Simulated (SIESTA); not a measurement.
**MnSb under changes of volume**

One of the cells (21.983 Å³/atom); the others are scaled copies at fixed shape and fractional positions:

```
Sb Mn
1.0
     4.17748    0.00000    0.00000
    -2.08874    3.61781    0.00000
     0.00000    0.00000    5.81828
Sb Mn
2 2
Cartesian
  2.0887 1.2059 4.3637
  0.0000 2.4119 1.4546
  0.0000 0.0000 2.9091
  0.0000 0.0000 0.0000
```

* Program: SIESTA 5.4.2
* Functional: PBEsol
* Potentials or basis: PseudoDojo 0.4 standard (PBEsol files)
* Basis: DZP (energy shift 0.003 Ry; two zetas on semicore shells)
* Grid cutoff: 800 Ry
* Energy shift: 0.003 Ry
* k mesh: 7 × 7 × 5
* Occupations: fermi-dirac, width 0.05 eV
* Spin: collinear spin, ferromagnetic start
* Starting moments: [0.0, 0.0, 4.0, 4.0] μB

```csv
volume (Å³/atom),energy over the lowest point (meV/atom),pressure (GPa),moment (μB per cell)
20.259,0.00,-2.6,6.40
20.690,8.84,-3.9,6.53
21.121,20.91,-5.1,6.66
21.983,53.10,-6.8,6.91
22.414,72.24,-7.5,7.03
22.845,?,?,?
```

Question: What does the run at 22.845 Å³/atom give?

Answer: Energy over the lowest point 93.35 meV/atom; pressure -8.3 GPa; moment 7.13 μB per cell.

Worked out: A Birch-Murnaghan fit of order 3 (a polynomial in V^(-2/3)) to the other rows has no minimum within the range. It gives 92.99 meV/atom at 22.845 Å³/atom, against the run's 93.35, and -dE/dV = -8.0 GPa, against -8.3. A straight line through the other rows of the moment, of slope 0.292 μB per Å³/atom, extrapolates to 7.16 μB, against the run's 7.13.

Energies are extrapolated to zero smearing.

Caveats: short orbitals over semicore shells can move pressures by several GPa; the basis of atomic orbitals isn't converged, which shifts pressures, moduli and gaps; only a ferromagnetic start was run, and an antiferromagnetic order may lie lower in energy.
